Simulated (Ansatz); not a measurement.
## Electric field gradients in C

These are results of Ansatz, DFT PBE, scalar-relativistic, plane waves, PAW, not measurements. Settings: 420 eV plane-wave cutoff, Γ-centred 12×12×6 mesh, fixed occupations. No spin polarisation.

Equilibrium structure at this level:
```
C
1.0
     2.51156    0.00000    0.00000
    -1.25578    2.17508    0.00000
     0.00000    0.00000    4.18036
C
4
Direct
  0.33333 0.66667 0.06273
  0.66667 0.33333 0.56273
  0.33333 0.66667 0.43727
  0.66667 0.33333 0.93727
```

Give V_zz (10²¹ V/m²) and the asymmetry η at each distinct site.

Answers

```
      atom V_zz     η
C (atom 1)  0.304  0.00
```